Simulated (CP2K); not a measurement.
Set up this calculation in CP2K 2026.2, as the native input.

| Property | Result |
| --- | --- |
| Task | band structure |
| Functional | TB-mBJ |
| Potentials or basis | POTENTIAL_UZH Zr GTH-PBE-q12, S GTH-PBE-q6; TZVP-MOLOPT-PBE-GTH basis |
| Density cutoff | 9524 eV |
| k mesh | 9 × 9 × 9 |
| Occupations | fermi-dirac, width 0.01 eV |
| Spin | no spin polarisation |
| SCF solver | diagonalisation with k points |
| Quickstep method | GPW |
| EPS_DEFAULT | 1.0E-9 |
| EPS_SCF | 1.0E-6 |
| MAX_SCF | 100 |
| SCF_GUESS | ATOMIC |
| k points reduced by the point group | yes |
| Mesh centred on Gamma | yes |
| CHOLESKY | OFF |
| EPS_EIGVAL | 1.0E-7 |
| MIXING METHOD | BROYDEN_MIXING |
| MIXING ALPHA | 0.4 |
| NBUFFER | 8 |
| NGRIDS | 4 |
| Basis sets | Zr TZVP-MOLOPT-PBE-GTH-q12, S TZVP-MOLOPT-PBE-GTH-q6 |
| Potentials | Zr GTH-PBE-q12 of POTENTIAL_UZH, S GTH-PBE-q6 of POTENTIAL_UZH |
| ADDED_MOS | [13] |
| Points a segment of the path (NPOINTS) | 6 |
| Bands added on the path | 2 |
| REL_CUTOFF (Ry) | 60 Ry |
| MIXING BETA (1/bohr) | 1.5 1/bohr |
| CUTOFF of the grids | 700 Ry |

ZrS:

```xyz
2
Lattice="3.7123 0.0000 0.0000 1.8562 3.2150 0.0000 1.8562 1.0717 3.0311" Properties=species:S:1:pos:R:3 pbc="T T T"
Zr    0.0000    0.0000    0.0000
S     3.7123    2.1433    1.5155
```

These files were run (other wordings do the same):

zrs_bands.inp

```
&GLOBAL
  PROJECT zrs_bands
  RUN_TYPE ENERGY
  PRINT_LEVEL LOW
&END GLOBAL
&FORCE_EVAL
  METHOD QS
  &DFT
    BASIS_SET_FILE_NAME BASIS_MOLOPT_UZH
    POTENTIAL_FILE_NAME POTENTIAL_UZH
    &MGRID
      CUTOFF 700
      REL_CUTOFF 60
      NGRIDS 4
    &END MGRID
    &QS
      METHOD GPW
      EPS_DEFAULT 1.0E-9
    &END QS
    &KPOINTS
      SCHEME MONKHORST-PACK 9 9 9
      GAMMA_CENTERED T
      SYMMETRY T
      SYMMETRY_BACKEND SPGLIB
    &END KPOINTS
    &SCF
      SCF_GUESS ATOMIC
      EPS_SCF 1.0E-6
      MAX_SCF 100
      ADDED_MOS 13
      CHOLESKY OFF
      EPS_EIGVAL 1.0E-7
      &DIAGONALIZATION ON
        ALGORITHM STANDARD
      &END DIAGONALIZATION
      &MIXING ON
        METHOD BROYDEN_MIXING
        ALPHA 0.4
        BETA 1.5
        NBUFFER 8
      &END MIXING
      &SMEAR ON
        METHOD FERMI_DIRAC
        ELECTRONIC_TEMPERATURE 116.05
      &END SMEAR
    &END SCF
    &XC
      &XC_FUNCTIONAL
        &MGGA_X_TB09
        &END MGGA_X_TB09
        &LDA_C_PW
        &END LDA_C_PW
      &END XC_FUNCTIONAL
    &END XC
    &PRINT
      &KPOINTS ON
      &END KPOINTS
      &MULLIKEN ON
      &END MULLIKEN
      &MO ON
        ENERGIES T
        OCCUPATION_NUMBERS T
        &EACH
          QS_SCF 0
        &END EACH
        ADD_LAST NUMERIC
      &END MO
      &BAND_STRUCTURE
        FILE_NAME bands.bs
        ADDED_MOS 2
        &KPOINT_SET
          UNITS B_VECTOR
          NPOINTS 6
          SPECIAL_POINT GAMMA 0.00000000 0.00000000 0.00000000
          SPECIAL_POINT X 0.50000000 0.00000000 0.50000000
          SPECIAL_POINT W 0.50000000 0.25000000 0.75000000
          SPECIAL_POINT K 0.37500000 0.37500000 0.75000000
          SPECIAL_POINT GAMMA 0.00000000 0.00000000 0.00000000
          SPECIAL_POINT L 0.50000000 0.50000000 0.50000000
          SPECIAL_POINT U 0.62500000 0.25000000 0.62500000
          SPECIAL_POINT W 0.50000000 0.25000000 0.75000000
          SPECIAL_POINT L 0.50000000 0.50000000 0.50000000
          SPECIAL_POINT K 0.37500000 0.37500000 0.75000000
        &END KPOINT_SET
        &KPOINT_SET
          UNITS B_VECTOR
          NPOINTS 6
          SPECIAL_POINT U 0.62500000 0.25000000 0.62500000
          SPECIAL_POINT X 0.50000000 0.00000000 0.50000000
        &END KPOINT_SET
      &END BAND_STRUCTURE
    &END PRINT
  &END DFT
  &SUBSYS
    &CELL
      ABC 3.7123106012 3.7123106012 3.7123106012
      ALPHA_BETA_GAMMA 59.9999999994 59.9999999999 60.0000000002
      PERIODIC XYZ
    &END CELL
    &COORD
      SCALED
      Zr  0.0000000000 0.0000000000 0.0000000000
      S   0.5000000000 0.5000000000 0.5000000000
    &END COORD
    &KIND Zr
      BASIS_SET TZVP-MOLOPT-PBE-GTH-q12
      POTENTIAL GTH-PBE-q12
    &END KIND
    &KIND S
      BASIS_SET TZVP-MOLOPT-PBE-GTH-q6
      POTENTIAL GTH-PBE-q6
    &END KIND
    &PRINT
      &ATOMIC_COORDINATES ON
      &END ATOMIC_COORDINATES
      &CELL ON
      &END CELL
    &END PRINT
  &END SUBSYS
  &PRINT
    &FORCES ON
    &END FORCES
  &END PRINT
&END FORCE_EVAL
```

Potentials or basis: POTENTIAL_UZH Zr GTH-PBE-q12, S GTH-PBE-q6; TZVP-MOLOPT-PBE-GTH basis.

Run with:

```bash
$ OMP_NUM_THREADS=1 cp2k.psmp -i zrs_bands.inp -o zrs_bands.out
```

Results of the run:

```yaml
Band_gap_on_the_k_mesh: none (metal or under the smearing width)
Mulliken_charges: Zr +1.45; S -1.45 e
```

Caveat: Mulliken charges move with the basis; this is a model potential without an energy functional, so only levels have meaning; the basis of atomic orbitals isn't converged, which shifts pressures, moduli and gaps.

Wall time 5.1 min on 1 thread of Arm Neoverse V1, on a shared host, peak memory 0.38 GiB.
